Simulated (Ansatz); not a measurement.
# WS2 (P4/mmm) in Ansatz: settings compared

Aim: see how the results for WS2 move with the level of theory and the settings. Levels: PBE, PBEsol, LDA. Tasks: relaxation of cell and atoms.

All numbers are computed with Ansatz 0.2.0; they aren't measurements. Logs are shortened: lines on timing, memory, paths and dates and some standing lists are left out, and cuts for length are marked.

## Step 1: The crystal as given

The structure is tetragonal, space group P4/mmm (No. 123). The conventional cell has a = 2.592 Å, b = 2.592 Å, c = 9.234 Å, α = 90.00°, β = 90.00°, γ = 90.00°. Around W (site symmetry 4/mmm) lie 2 S at 2.45 Å and 4 W at 2.59 Å. S (site symmetry 4mm) has 1 W at 2.45 Å and 4 S at 2.59 Å as nearest neighbours.

The cell was built by a generator and needn't be a form met in nature.

## Step 2: Relaxation of cell and atoms, PBE

Input file input.yaml:

```yaml
crystal:
  lattice:
    - [2.59173, 0.0, 0.0]
    - [0.0, 2.59173, 0.0]
    - [0.0, 0.0, 9.23417]
  atoms:
    - { symbol: W, position: [0.5, 0.5, 0.5] }
    - { symbol: S, position: [0.5, 0.5, 0.76566] }
    - { symbol: S, position: [0.5, 0.5, 0.23434] }
kpoints:
  mp_grid: { grid: [8, 8, 2] }
scf:
  occupations: { method: fermi_dirac, width: 0.05 }
hamiltonian:
  xc: pbe
  pseudopotentials: { kind: all_electron, lapw: { basis_error: 0.002 } }
output:
  forces: true
  stress: true
relax:
  f_tol: 0.01
  max_steps: 60
  cell: {}
```

Potentials or basis: all-electron LAPW, scalar-relativistic.

Started as:

```
> ansatz run input.yaml --threads 2 --pin off --max-ram 6144MiB --backend cpu --events-out ev --progress --plain --runs-dir out
```

Log:

```text
Warning: RAYON_NUM_THREADS=2 ignored (pool sized by the plan → 2); use --threads N
The last accepted step is kept in <dir> (removed where the run ends without a failure and the disk answers)
LAPW: plane waves up to 9.340 Å⁻¹, error target 2.0e-3 eV per atom; small_component_spin mean_spin; S in spheres of 1.123 Å, 14 of its electrons in bands, Dirac shells []; W in spheres of 1.257 Å, 44 of its electrons in bands, Dirac shells [] (how accurate: hamiltonian.pseudopotentials.lapw.basis_error, Limitations)
Engine: ansatz 0.2.0, x86_64-unknown-linux-gnu
Pseudopotentials: kind: all_electron
Pseudopotential: W, LAPW, valence charge 44, lapw/all_electron/scalar/gaussian/W, Koelling and Harmon's equation, gaussian nucleus
Pseudopotential: S, LAPW, valence charge 14, lapw/all_electron/scalar/gaussian/S, Koelling and Harmon's equation, gaussian nucleus
Functional definition: PBE
  parameter kappa = 0.804
  parameter beta = 0.06672455060314922
  exchange = pbe_x(kappa = kappa, mu = beta*pi^2/3)
  correlation = pbe_c(beta = beta)
Crystal: 3 atoms, lattice volume = 62.027 Å³
Basis set: ecut = 332.3436075433788 eV, 847 PW (Γ), exchange–correlation at level 2
Bands: 44, of which v1, the nominal top of the filled ones, is band 36 counted from 1 (35 counted from 0)
Symmetry: 16 space group operations
Space group: P4/mmm (ITA 123), of the structure as read, at distance tolerance 4.0e-5 Å
k-points: 30 of 128
Non-local potential: W, projectors of the file, none
Non-local potential: S, projectors of the file, none
Initial density: superposition of atomic densities (chi_scale 0.1, normalization cell, long waves kept (reshape's long-wave potential 0.90 eV rms))
Initial wavefunctions: plane waves of lowest kinetic energy (no species holds an atomic orbital)
Functional: x = pbe(κ = 0.804, μ = 0.2195149727645171), c = pbe(β = 0.06672455060314922)
iter 1 solved again at ethr=6.73e-3 eV; its pass at ethr=1.00e-1 eV (dr2=4.85e0 eV) is discarded
SCF iter   1: F=—  HF=-460926.514492 eV  |F-HF|=—  |Δ(HF+E_count)|=         —  Δρ=3.71e-2  dr2=4.85e0  ethr=6.73e-3  ⟨swp⟩=2.0  Hψ=8644  notcnv=0
preconditioner: auto → LDOS  [metal: Δε(μ)=0.056 eV  Ē_g=20.133 eV  σ=0.050 eV  W_gap=0.26  n_scr=28 (ndim 8)  ℏωp=26.7 eV  f_vac=0.202  D(μ)=2.75/eV (n_scr^D=28)  β→1.0]
SCF iter   2: F=—  HF=-460926.013610 eV  |F-HF|=—  |Δ(HF+E_count)|=   5.01e-1  Δρ=1.55e-2  dr2=4.98e-1  ethr=6.73e-3  ⟨swp⟩=2.5  Hψ=3884  notcnv=0  defer=1
SCF iter   3: F=—  HF=-460926.073859 eV  |F-HF|=—  |Δ(HF+E_count)|=   6.02e-2  Δρ=5.65e-3  dr2=8.12e-2  ethr=6.92e-4  ⟨swp⟩=2.7  Hψ=4145  notcnv=0
SCF iter   4: F=—  HF=-460925.954464 eV  |F-HF|=—  |Δ(HF+E_count)|=         —  Δρ=3.45e-3  dr2=2.71e-2  ethr=1.13e-4  ⟨swp⟩=2.0  Hψ=4107  notcnv=0
the basis was enlarged: its passes take 232.0 KiB over the memory plan, 2 of 2 planned eigensolver slots
iter 5 solved again at ethr=3.49e-6 eV; its pass at ethr=3.76e-5 eV (dr2=2.51e-3 eV) is discarded
SCF iter   5: F=—  HF=-460925.946783 eV  |F-HF|=—  |Δ(HF+E_count)|=   7.68e-3  Δρ=1.29e-3  dr2=2.51e-3  ethr=3.49e-6  ⟨swp⟩=2.0  Hψ=6573  notcnv=0
SCF iter   6: F=—  HF=-460925.946539 eV  |F-HF|=—  |Δ(HF+E_count)|=   2.45e-4  Δρ=4.28e-4  dr2=1.09e-4  ethr=3.48e-6  ⟨swp⟩=2.0  Hψ=3880  notcnv=0
SCF iter   7: F=—  HF=-460925.946561 eV  |F-HF|=—  |Δ(HF+E_count)|=   2.20e-5  Δρ=6.27e-5  dr2=1.67e-6  ethr=1.51e-7  ⟨swp⟩=2.0  Hψ=3879  notcnv=0
SCF iter   8: F=-460925.946562 eV  HF=-460925.946562 eV  |F-HF|=1.12e-8  |Δ(HF+E_count)|=   7.09e-7  Δρ=1.46e-5  dr2=8.45e-8  ethr=2.32e-9  ⟨swp⟩=3.0  Hψ=3960  notcnv=0
SCF 1 converged in 8 iterations: F = -460925.946562 eV  dr2 = 8.45e-8
relax step   1: F+E_penalty+E_count = -460925.94656157 eV  Δ(F+E_penalty+E_count) = +0.000e0 eV  max|allowed force component| = 6.576e-2 eV/Å  Δτ_max = 0.0000 Å  P = +0.186 GPa  Ω = 62.027 Å³  (8 SCF iters, accepted)
Crystal: 3 atoms, lattice volume = 62.402 Å³
Basis set: ecut = 331.0078493064607 eV, 847 PW (Γ), exchange–correlation at level 2
Initial density: handed on by an earlier stage of this run
Initial wavefunctions: those handed on with the density
iter 1 solved again at ethr=1.09e-6 eV; its pass at ethr=1.00e-1 eV (dr2=7.88e-4 eV) is discarded
SCF iter   1: F=—  HF=-460925.948125 eV  |F-HF|=—  |Δ(HF+E_count)|=         —  Δρ=9.27e-4  dr2=9.05e-4  ethr=1.09e-6  ⟨swp⟩=4.1  Hψ=7133  notcnv=0
preconditioner: auto → LDOS  [metal: Δε(μ)=0.034 eV  Ē_g=20.107 eV  σ=0.050 eV  W_gap=0.16  n_scr=28 (ndim 8)  ℏωp=26.6 eV  f_vac=0.207  D(μ)=2.25/eV (n_scr^D=18)  β→1.0]
SCF iter   2: F=—  HF=-460925.947869 eV  |F-HF|=—  |Δ(HF+E_count)|=   2.56e-4  Δρ=5.60e-4  dr2=4.36e-4  ethr=1.09e-6  ⟨swp⟩=3.0  Hψ=4109  notcnv=0
iter 3 solved again at ethr=1.91e-8 eV; its pass at ethr=6.06e-7 eV (dr2=1.37e-5 eV) is discarded
SCF iter   3: F=—  HF=-460925.947789 eV  |F-HF|=—  |Δ(HF+E_count)|=   7.96e-5  Δρ=1.07e-4  dr2=1.37e-5  ethr=1.91e-8  ⟨swp⟩=2.0  Hψ=6651  notcnv=0
SCF iter   4: F=—  HF=-460925.947789 eV  |F-HF|=—  |Δ(HF+E_count)|=   1.32e-8  Δρ=2.70e-5  dr2=1.88e-6  ethr=1.91e-8  ⟨swp⟩=2.0  Hψ=3880  notcnv=0
SCF iter   5: F=—  HF=-460925.947789 eV  |F-HF|=—  |Δ(HF+E_count)|=   9.16e-8  Δρ=7.17e-6  dr2=1.21e-7  ethr=2.61e-9  ⟨swp⟩=2.0  Hψ=3879  notcnv=0
SCF iter   6: F=-460925.947789 eV  HF=-460925.947789 eV  |F-HF|=2.97e-9  |Δ(HF+E_count)|=   3.37e-7  Δρ=4.98e-6  dr2=1.06e-8  ethr=1.69e-10  ⟨swp⟩=2.0  Hψ=3879  notcnv=0
SCF 2 converged in 6 iterations: F = -460925.947789 eV  dr2 = 1.06e-8
relax step   2: F+E_penalty+E_count = -460925.94778894 eV  Δ(F+E_penalty+E_count) = -1.227e-3 eV  max|allowed force component| = 1.185e-3 eV/Å  Δτ_max = 0.0097 Å  P = -0.036 GPa  Ω = 62.402 Å³  (6 SCF iters, accepted)
Crystal: 3 atoms, lattice volume = 62.395 Å³
Basis set: ecut = 331.0328325694807 eV, 847 PW (Γ), exchange–correlation at level 2
iter 1 solved again at ethr=6.99e-8 eV; its pass at ethr=1.00e-1 eV (dr2=5.03e-5 eV) is discarded
SCF iter   1: F=—  HF=-460925.947804 eV  |F-HF|=—  |Δ(HF+E_count)|=         —  Δρ=9.70e-5  dr2=4.76e-5  ethr=6.99e-8  ⟨swp⟩=4.1  Hψ=6839  notcnv=0
preconditioner: auto → LDOS  [metal: Δε(μ)=0.040 eV  Ē_g=20.111 eV  σ=0.050 eV  W_gap=0.20  n_scr=28 (ndim 8)  ℏωp=26.6 eV  f_vac=0.207  D(μ)=2.14/eV (n_scr^D=10)  β→1.0]
iter 2 solved again at ethr=1.67e-9 eV; its pass at ethr=6.61e-8 eV (dr2=1.21e-6 eV) is discarded
SCF iter   2: F=—  HF=-460925.947800 eV  |F-HF|=—  |Δ(HF+E_count)|=   4.87e-6  Δρ=3.27e-5  dr2=1.20e-6  ethr=1.67e-9  ⟨swp⟩=2.0  Hψ=6558  notcnv=0
SCF iter   3: F=—  HF=-460925.947800 eV  |F-HF|=—  |Δ(HF+E_count)|=   2.18e-8  Δρ=1.10e-5  dr2=3.54e-7  ethr=1.67e-9  ⟨swp⟩=2.0  Hψ=3880  notcnv=0
SCF iter   4: F=-460925.947799 eV  HF=-460925.947799 eV  |F-HF|=2.04e-8  |Δ(HF+E_count)|=   6.15e-8  Δρ=2.41e-6  dr2=5.51e-9  ethr=4.92e-10  ⟨swp⟩=2.0  Hψ=3879  notcnv=0
SCF 3 converged in 4 iterations: F = -460925.947799 eV  dr2 = 5.51e-9
relax step   3: F+E_penalty+E_count = -460925.94779946 eV  Δ(F+E_penalty+E_count) = -1.052e-5 eV  max|allowed force component| = 1.375e-3 eV/Å  Δτ_max = 0.0009 Å  P = +0.015 GPa  Ω = 62.395 Å³  (4 SCF iters, accepted)
[... 22 lines left out ...]
relax step   5: F+E_penalty+E_count = -460925.94781244 eV  Δ(F+E_penalty+E_count) = -9.176e-6 eV  max|allowed force component| = 2.523e-3 eV/Å  Δτ_max = 0.0051 Å  P = +0.007 GPa  Ω = 62.559 Å³  (5 SCF iters, accepted)
Crystal: 3 atoms, lattice volume = 62.717 Å³
Basis set: ecut = 329.9012243257339 eV, 847 PW (Γ), exchange–correlation at level 2
iter 1 solved again at ethr=5.80e-7 eV; its pass at ethr=1.00e-1 eV (dr2=4.18e-4 eV) is discarded
SCF iter   1: F=—  HF=-460925.947860 eV  |F-HF|=—  |Δ(HF+E_count)|=         —  Δρ=3.02e-4  dr2=4.45e-4  ethr=5.80e-7  ⟨swp⟩=4.1  Hψ=7059  notcnv=0
preconditioner: auto → LDOS  [metal: Δε(μ)=0.041 eV  Ē_g=20.106 eV  σ=0.050 eV  W_gap=0.20  n_scr=28 (ndim 8)  ℏωp=26.5 eV  f_vac=0.214  D(μ)=2.12/eV (n_scr^D=10)  β→1.0]
iter 2 solved again at ethr=2.79e-8 eV; its pass at ethr=5.80e-7 eV (dr2=2.01e-5 eV) is discarded
SCF iter   2: F=—  HF=-460925.947822 eV  |F-HF|=—  |Δ(HF+E_count)|=   3.82e-5  Δρ=1.56e-4  dr2=2.03e-5  ethr=2.79e-8  ⟨swp⟩=2.0  Hψ=6558  notcnv=0
SCF iter   3: F=—  HF=-460925.947819 eV  |F-HF|=—  |Δ(HF+E_count)|=   3.14e-6  Δρ=4.85e-5  dr2=8.00e-6  ethr=2.79e-8  ⟨swp⟩=3.0  Hψ=4068  notcnv=0
SCF iter   4: F=—  HF=-460925.947818 eV  |F-HF|=—  |Δ(HF+E_count)|=   1.23e-6  Δρ=2.00e-5  dr2=1.64e-6  ethr=1.11e-8  ⟨swp⟩=2.0  Hψ=3879  notcnv=0
SCF iter   5: F=-460925.947817 eV  HF=-460925.947817 eV  |F-HF|=6.69e-8  |Δ(HF+E_count)|=   2.83e-7  Δρ=6.18e-6  dr2=7.69e-8  ethr=2.28e-9  ⟨swp⟩=2.0  Hψ=3879  notcnv=0
SCF 6 converged in 5 iterations: F = -460925.947817 eV  dr2 = 7.69e-8
relax step   6: F+E_penalty+E_count = -460925.94781739 eV  Δ(F+E_penalty+E_count) = -4.945e-6 eV  max|allowed force component| = 1.554e-3 eV/Å  Δτ_max = 0.0061 Å  P = +0.004 GPa  Ω = 62.717 Å³  (5 SCF iters, accepted)
iter 1 solved again at ethr=1.11e-10 eV; its pass at ethr=1.00e-1 eV (dr2=8.01e-8 eV) is discarded
SCF iter   1: F=—  HF=-460925.947821 eV  |F-HF|=—  |Δ(HF+E_count)|=         —  Δρ=6.39e-6  dr2=8.12e-8  ethr=1.11e-10  ⟨swp⟩=6.1  Hψ=7285  notcnv=0
preconditioner: auto → LDOS  [metal: Δε(μ)=0.040 eV  Ē_g=20.103 eV  σ=0.050 eV  W_gap=0.19  n_scr=28 (ndim 8)  ℏωp=26.5 eV  f_vac=0.214  D(μ)=2.15/eV (n_scr^D=10)  β→1.0]
SCF iter   2: F=-460925.947821 eV  HF=-460925.947821 eV  |F-HF|=3.78e-8  |Δ(HF+E_count)|=   1.53e-7  Δρ=2.34e-6  dr2=8.67e-9  ethr=1.11e-10  ⟨swp⟩=2.9  Hψ=3927  notcnv=0
SCF 7 converged in 2 iterations: F = -460925.947821 eV  dr2 = 8.67e-9
relax step   7: F+E_penalty+E_count = -460925.94782076 eV  Δ(F+E_penalty+E_count) = -3.373e-6 eV  max|allowed force component| = 1.403e-3 eV/Å  Δτ_max = 0.0000 Å  P = +0.006 GPa  Ω = 62.717 Å³  stress off target by 1.68e-2 GPa  SCF on the basis re-selected at this cell (its energy is not comparable with the rows above)  (2 SCF iters)
basis re-selected at this cell: Δ(F+E_penalty+E_count) = -3.373e-6 eV, ΔP = +0.001 GPa vs the last step (what re-selecting the basis moved, after the strain that the cell walked since its last selection, with what the two solves' SCF thresholds leave and, on support functions, any second-order correction that the steps lacked; it is no measure of the basis error at this ecutwfc). This SCF's stress stands 1.68e-2 GPa from its target on what of the cell is left free (relax.cell.stress_tol is 5.00e-2 GPa) and its largest allowed force component is 1.40e-3 eV/Å (relax.f_tol is 1.00e-2 eV/Å): within both
SCF converged after 2 iterations
Free energy (F): -460925.947821 eV
Harris-Foulkes:  -460925.947821 eV  (|F-HF|=3.78e-8)
Internal energy: -460925.930354 eV  (E = F + TS)
E sigma→0 (E₀):  -460925.939088 eV
Entropy (-TS):   -0.017466 eV (-5.822 meV/atom)
Fermi energy:    11.434932 eV
--- Per-component energies (eV) ---
  E_band       = -7525.677313
  E_kinetic    = 513701.097177
  E_xc         = -10226.781893
  E_electrostatic = -964400.245638  (all electrons and nuclei)
  E_smearing   = -0.017466  (= −TS)
  E_closure    = 0.000000  (closes the sum)
  E_atoms      = -460907.953505  (free atoms, spherical and without spin; not in F)
  Σ components = -460925.947821   (vs F -460925.947821, Δ=0.00e0)
  Basis errors (estimates in eV, not in F): energy 3.9e-4 per atom: plane waves 2.6e-4 (1.5e-4 summed), levels above the bands 4.5e-69, relativity 4.6e-8, radial functions 1.3e-4, core shells 3.3e-7; eigenvalues (radial functions only) 2.2e-6; not estimated: angular momenta, meshes, grids; target (lapw.basis_error) 2.0e-3; muffin-tin radii S 1.127 Å, W 1.262 Å
--- Forces (eV/Å), atoms counted from 1 ---
  atom   1  W      0.00000000    -0.00000000     0.00000000
  atom   2  S      0.00000000     0.00000000    -0.00140328
  atom   3  S      0.00000000     0.00000000     0.00140328
  max |Σ_I F_I| component: 2.17e-19 eV/Å
--- Stress (GPa, compression-positive) ---
        0.016813       0.000000       0.000000
        0.000000       0.016813       0.000000
        0.000000       0.000000      -0.016837
  P = ⅓ Tr σ = 0.0056 GPa (0.056 kbar)
--- Relaxed structure (6 steps of the walk, 6 accepted, 1 SCFs on fresh bases) ---
  F+E_penalty+E_count = -460925.94782076 eV   max|allowed force component| = 1.403e-3 eV/Å   (the final SCF, on the basis selected at the relaxed cell)
  cell:  # Å, volume = 62.7166 Å³
    - [2.598288302867147, 0.0, 0.0]
    - [0.0, 2.598288302867147, 0.0]
    - [0.0, 0.0, 9.28983081119319]
  atoms:
    - { symbol: W, position: [0.5, 0.5, 0.49999999999999994] }
    - { symbol: S, position: [0.5, 0.5, 0.7631711966266096] }
    - { symbol: S, position: [0.5, 0.5, 0.23682880337339024] }
```

It took 48 s on 2 threads of Intel Xeon at 2.70GHz, shared host; peak memory 0.47 GiB.

What came out:

| Item | Value |
| --- | --- |
| Free energy | -460925.9478 eV |
| Relaxed volume | 20.91 Å³/atom |
| Relaxed cell | a = 2.598 Å, b = 2.598 Å, c = 9.290 Å, α = 90.00°, β = 90.00°, γ = 90.00° |
| Space group after relaxing (to 0.05 Å) | P4/mmm (No. 123) |
| Energy gained by relaxing | 0.4 meV/atom |
| Ionic steps | 7 |
| Pressure after relaxing | 0.0 GPa |

Step by step:
| step | energy change (eV) | largest force (eV/Å) | volume (Å³) |
| --- | --- | --- | --- |
| 1 | 0.0000 | 0.0658 | 62.03 |
| 2 | -0.0012 | 0.0012 | 62.40 |
| 3 | -0.0012 | 0.0014 | 62.40 |
| 4 | -0.0012 | 0.0006 | 62.43 |
| 5 | -0.0012 | 0.0025 | 62.56 |
| 6 | -0.0013 | 0.0016 | 62.72 |
| 7 | -0.0013 | 0.0014 | 62.72 |

Final structure:
```xyz
3
Lattice="2.5983 0.0000 0.0000 0.0000 2.5983 0.0000 0.0000 0.0000 9.2898" Properties=species:S:1:pos:R:3 pbc="T T T"
W     1.2991    1.2991    4.6449
S     1.2991    1.2991    7.0897
S     1.2991    1.2991    2.2001
```

Caveat: the k mesh is thin for a metal, which can move the energy by tens of meV per atom; this functional lacks dispersion, which binds the layers, so the pressure and a relaxed spacing across them are unreliable.

(Continued in part 2 of 2.)
